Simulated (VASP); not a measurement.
# Pt (Fm-3m) in VASP: single point with PBE

Aim: the single point of Pt with PBE.

Program: VASP 6.6.1. These are calculated values, not measurements. Logs are shortened: lines on timing, memory, paths and dates and some standing lists are left out, and cuts for length are marked.

## Step 1: Starting point

Symmetry: Fm-3m, No. 225, cubic system. Conventional cell: a = 3.967 Å, b = 3.967 Å, c = 3.967 Å, α = 90.00°, β = 90.00°, γ = 90.00°. Around Pt (site symmetry m-3m) lie 12 Pt at 2.81 Å.

## Step 2: Single point, PBE

INCAR

```
PREC     = Accurate       # precision mode
ENCUT    = 520            # plane-wave cutoff, eV
EDIFF    = 1E-6           # SCF threshold, eV
ISMEAR   = 1              # smearing method
SIGMA    = 0.1            # smearing width, eV
LREAL    = F              # projectors in reciprocal space
LASPH    = T              # aspherical terms in the spheres
NELM     = 80             # most SCF steps
ALGO     = Normal         # electronic algorithm
ISIF     = 2              # what is computed and relaxed
LWAVE    = F              # write WAVECAR
LCHARG   = F              # write CHGCAR
GGA      = PE             # functional
NBANDS   = 11             # bands
ICORELEVEL= 1
```

KPOINTS

```
regular mesh
0
Gamma
  14 14 27
```

POSCAR

```
Pt
1.0
    2.8050756300      0.0000000000      0.0000000000
    0.0000000000      2.8050756300      0.0000000000
    1.4025378200      1.4025378200      1.9834880000
Pt
1
Direct
    0.0000000000      0.0000000000      0.0000000000
```

Potentials or basis: VASP PAW PBE potentials, release 64 (Pt).

Launch:

```
$ cat potpaw_PBE.64/Pt/POTCAR > POTCAR
$ mpirun -np 1 vasp_std > vasp.out
```

OUTCAR:

```text
PREC = Accurate
   ENCUT = 520
   EDIFF = 1E-6
   ISMEAR = 1
   LREAL = F
   LASPH = T
   NELM = 80
   ISIF = 2
   GGA = PE

 ion  position               nearest neighbor table
   1  0.000  0.000  0.000-

  LATTYP: Found a face centered cubic cell.
 ALAT       =     3.9669760068

  Lattice vectors:

 A1 = (   1.4025378200,   1.4025378200,   1.9834880000)
 A2 = (   1.4025378200,  -1.4025378100,   1.9834880000)
 A3 = (   2.8050756300,   0.0000000000,   0.0000000000)

Analysis of symmetry for initial positions (statically):
=====================================================================
 Subroutine PRICEL returns:
 Original cell was already a primitive cell.

 Routine SETGRP: Setting up the symmetry group for a
 face centered cubic supercell.

 Subroutine GETGRP returns: Found 48 space group operations
 (whereof 48 operations were pure point group operations)
 out of a pool of 48 trial point group operations.

The static configuration has the point symmetry O_h .

Analysis of symmetry for dynamics (positions and initial velocities):
=====================================================================
 Subroutine PRICEL returns:
 Original cell was already a primitive cell.

 Routine SETGRP: Setting up the symmetry group for a
 face centered cubic supercell.

 Subroutine GETGRP returns: Found 48 space group operations
 (whereof 48 operations were pure point group operations)
 out of a pool of 48 trial point group operations.

The dynamic configuration has the point symmetry O_h .

 Subroutine INISYM returns: Found 48 space group operations
 (whereof 48 operations are pure point group operations),
 and found     1 'primitive' translations

----------------------------------------------------------------------------------------

                                     Primitive cell

  volume of cell :      15.6070

  direct lattice vectors                    reciprocal lattice vectors
     2.805075630  0.000000000  0.000000000     0.356496627  0.000000000 -0.252081183
     0.000000000  2.805075630  0.000000000     0.000000000  0.356496627 -0.252081183
     1.402537820  1.402537820  1.983488000     0.000000000  0.000000000  0.504162364

  length of vectors
     2.805075630  2.805075630  2.805075635     0.436617416  0.436617416  0.504162364

  position of ions in fractional coordinates (direct lattice)
     0.000000000  0.000000000  0.000000000

  ion indices of the primitive-cell ions
   primitive index   ion index
                 1           1

----------------------------------------------------------------------------------------

 KPOINTS: regular mesh

Automatic generation of k-mesh.
 Grid dimensions read from file:
 generate k-points for:   14   14   27

 Generating k-lattice:

  Cartesian coordinates                     Fractional coordinates (reciprocal lattice)
     0.025464045  0.000000000 -0.018005799     0.071428571  0.000000000  0.000000000
     0.000000000  0.025464045 -0.018005799     0.000000000  0.071428571  0.000000000
     0.000000000  0.000000000  0.018672680     0.000000000  0.000000000  0.037037037

  Length of vectors
     0.031186958  0.031186958  0.018672680

  Shift w.r.t. Gamma in fractional coordinates (k-lattice)
     0.000000000  0.000000000  0.000000000

 -----------------------------------------------------------------------------
|                                                                             |
|           W    W    AA    RRRRR   N    N  II  N    N   GGGG   !!!           |
|           W    W   A  A   R    R  NN   N  II  NN   N  G    G  !!!           |
|           W    W  A    A  R    R  N N  N  II  N N  N  G       !!!           |
|           W WW W  AAAAAA  RRRRR   N  N N  II  N  N N  G  GGG   !            |
|           WW  WW  A    A  R   R   N   NN  II  N   NN  G    G                |
|           W    W  A    A  R    R  N    N  II  N    N   GGGG   !!!           |
|                                                                             |
|     Your reciprocal lattice and k-lattice belong to different lattice       |
|     classes:                                                                |
|                                                                             |
|        The reciprocal lattice is body-centered cubic,                       |
|        whereas your k-lattice is base-centered monoclinic.                  |
|                                                                             |
|     Results are often still useful ...                                      |
|                                                                             |
 -----------------------------------------------------------------------------

 WARNING: IBZKPT: internal override: KBLOWUP is changed to .FALSE.
      ... skipping the blow-up phase ...

 Subroutine IBZKPT returns following result:
 ===========================================

 Found   1422 irreducible k-points:

 Following reciprocal coordinates:
            Coordinates               Weight
  0.000000  0.000000  0.000000      1.000000
  0.071429  0.000000  0.000000      4.000000
  0.142857  0.000000  0.000000      4.000000
  0.214286  0.000000  0.000000      4.000000
  0.285714  0.000000  0.000000      4.000000
  0.357143  0.000000  0.000000      4.000000
[... 16 lines left out ...]
  0.214286  0.142857  0.000000      4.000000
  0.285714  0.142857  0.000000      4.000000
 [... further k-points ...]
   k-points           NKPTS =   1422   k-points in BZ     NKDIM =   1422   number of bands    NBANDS=     11
   number of dos      NEDOS =    301   number of ions     NIONS =      1
   total plane-waves  NPLWV =  13824
   dimension x,y,z NGX =    24 NGY =   24 NGZ =   24
   dimension x,y,z NGXF=    48 NGYF=   48 NGZF=   48
   ions per type =               1
   NGX,Y,Z   is equivalent  to a cutoff of  14.22, 14.22, 14.22 a.u.
   NGXF,Y,Z  is equivalent  to a cutoff of  28.45, 28.45, 28.45 a.u.
 SYSTEM =  unknown system
   PREC   = accura    normal or accurate (medium, high low for compatibility)
   ISTART =      0    job   : 0-new  1-cont  2-samecut
   ICHARG =      2    charge: 1-file 2-atom 10-const
   ISPIN  =      1    spin polarized calculation?
   LNONCOLLINEAR =      F non collinear calculations
   LSORBIT =      F    spin-orbit coupling
   LASPH  =      T    aspherical Exc in radial PAW
   ENCUT  =  520.0 eV  38.22 Ry    6.18 a.u.   5.22  5.22  5.22*2*pi/ulx,y,z
   NELM   =     80;   NELMIN=  2; NELMDL= -5     # of ELM steps
   EDIFF  = 0.1E-05   stopping-criterion for ELM
   LREAL  =      F    real-space projection
   EDIFFG = 0.1E-04   stopping-criterion for IOM
   NSW    =      0    number of steps for IOM
   IBRION =     -1    ionic relax: 0-MD 1-quasi-New 2-CG
   NFREE  =      0    steps in history (QN), initial steepest desc. (CG)
   ISIF   =      2    stress and relaxation
   ISYM   =      2    0-nonsym 1-usesym 2-fastsym
   POTIM  = 0.5000    time-step for ionic-motion
   TEBEG  =    0.0;   TEEND  =   0.0 temperature during run
   PSTRESS=    0.0 pullay stress
   NELECT =      10.0000    total number of electrons
   NUPDOWN=      -1.0000    fix difference up-down
   EMIN   =  10.00;   EMAX   =-10.00  energy-range for DOS
   EFERMI =   0.00;   METHOD = LEGACY
   ISMEAR =     1;   SIGMA  =   0.10  broadening in eV -4-tet -1-fermi 0-gaus
   EFERMI_NEDOS =   21; number of points for ismear=-14 and -15
   IALGO  =     38    algorithm
   IMIX   =      4    mixing-type and parameters
     AMIX     =   0.40;   BMIX     =  1.00
     AMIX_MAG =   1.60;   BMIX_MAG =  1.00
  volume/ion in A,a.u.               =      15.61       105.32
  Fermi-wavevector in a.u.,A,eV,Ry     =   1.411352  2.667068 27.101631  1.991914
  Thomas-Fermi vector in A             =   2.533212
   LORBIT       =      0    0 simple, 1 ext, 2 COOP (PROOUT), +10 PAW based schemes
   GGA     = PE    functional components
   LHFCALC =     F    Hartree Fock is set to
   AEXX    =    0.0000 exact exchange contribution
   IVDW    =     0    specifies the selected vdW correction
   LEPSILON=     F    determine dielectric tensor
   LRPA    =     F    only Hartree local field effects (RPA)
 non-spin polarized calculation
 Methfessel and Paxton  Order N= 1 SIGMA  =   0.10
  energy-cutoff  :      520.00
  volume of cell :       15.61
 maximum number of plane-waves:       444
 NGX is ok and might be reduce to    24
   NGX = 11   NGY = 11   NGZ = 11

 number of electron      10.0000002 magnetization

 Free energy of the ion-electron system (eV)
  ---------------------------------------------------
  ext. energy  EPLUGINS =         0.00000000
  ---------------------------------------------------
  free energy    TOTEN  =        -6.10074755 eV

  energy without entropy =       -6.10067220  energy(sigma->0) =       -6.10072243

 the core state eigenenergies are
   1-  1s -78387.7107  2s -13757.3516  2p -11917.6217  3s  -3221.2142  3p  -2685.7148
       3d  -2106.0861  4s   -681.5240  4p   -505.9683  4d   -293.0427  4f    -56.4532
       5s    -87.9287  5p    -42.0291

 E-fermi :  10.6001     XC(G=0): -13.2854

 val. band max:       10.6000071422   @ k =  -0.1429  -0.2143   0.4074
 cond. band min:      10.6017676382   @ k =   0.1429   0.1429   0.3704
 fundamental gap:      0.0017604960
 Fermi energy:        10.6000600114

 k-point     1 :       0.0000    0.0000    0.0000
  band No.  band energies     occupation
      1       0.7816      2.00000
      2       7.0330      2.00000
      3       7.0330      2.00000
      4       7.0330      2.00000
      5       9.0702      2.00000
      6       9.0702      2.00000
      7      25.3465      0.00000
      8      30.1212      0.00000
      9      30.1212      0.00000
     10      30.1212      0.00000
     11      35.3423      0.00000

 k-point     2 :       0.0714    0.0000    0.0000
  band No.  band energies     occupation
      1       0.9797      2.00000
      2       6.9481      2.00000
      3       7.1097      2.00000
      4       7.1097      2.00000
      5       9.0290      2.00000
      6       9.0290      2.00000
      7      25.6447      0.00000
      8      29.0946      0.00000
      9      30.4181      0.00000
     10      30.4181      0.00000
     11      36.4057      0.00000
[... 295 lines left out ...]
 k-point    24 :       0.2857    0.1429    0.0000
  band No.  band energies     occupation
      1       4.1224      2.00000
      2       6.6771      2.00000
      3       7.0307      2.00000
      4       7.6544      2.00000
      5       9.1497      2.00000
      6      11.2646     -0.00000
      7      20.9936      0.00000
      8      26.0946      0.00000
      9      28.0259      0.00000
     10      32.7209      0.00000
     11      33.1475      0.00000

 [... further k-points ...]

------------------------ aborting loop because EDIFF is reached ----------------------------------------

  FORCE on cell =-STRESS in cart. coord.  units (eV):
  Direction    XX          YY          ZZ          XY          YZ          ZX
  --------------------------------------------------------------------------------------
  -------------------------------------------------------------------------------------
  Total       -0.0070655     -0.0070655     -0.0070655      0.0000000     -0.0000000     -0.0000000
  in kB       -0.7253311     -0.7253311     -0.7253311      0.0000000     -0.0000000     -0.0000000
  external PRESSURE =      -0.7253311 kB  Pullay stress =       0.0000000 kB

 VOLUME and BASIS-vectors are now :
 -----------------------------------------------------------------------------
  energy-cutoff  :      520.00
  volume of cell :       15.61
      direct lattice vectors                 reciprocal lattice vectors
     2.805075630  0.000000000  0.000000000     0.356496627  0.000000000 -0.252081183
     0.000000000  2.805075630  0.000000000     0.000000000  0.356496627 -0.252081183
     1.402537820  1.402537820  1.983488000     0.000000000  0.000000000  0.504162364

 POSITION                                       TOTAL-FORCE (eV/Angst)
 -----------------------------------------------------------------------------------
      0.00000      0.00000      0.00000        -0.000000     -0.000000      0.000000
 -----------------------------------------------------------------------------------
    total drift:                               -0.000000     -0.000000     -0.000000

  FREE ENERGIE OF THE ION-ELECTRON SYSTEM (eV)
  ---------------------------------------------------
  free  energy   TOTEN  =        -6.1007475464 eV

  energy  without entropy=       -6.1006722013  energy(sigma->0) =       -6.10072243
```

Run time: 84 s. Hardware: 1 thread of Intel Xeon Platinum 8488C (Sapphire Rapids), shared host; peak memory 0.36 GiB.

What came out:

* Free energy: -6.1007 eV
* Pressure: -0.1 GPa
* Band gap on the k mesh: none (metal or under the smearing width)

Core levels (eV, on the scale of the bands):
```
atom                                                                                                                                    levels
1 Pt  1s -78387.7, 2s -13757.4, 2p -11917.6, 3s -3221.2, 3p -2685.7, 3d -2106.1, 4s -681.5, 4p -506.0, 4d -293.0, 4f -56.5, 5s -87.9, 5p -42.0
```

Spin-orbit coupling is left out, which matters for the levels of Pt.
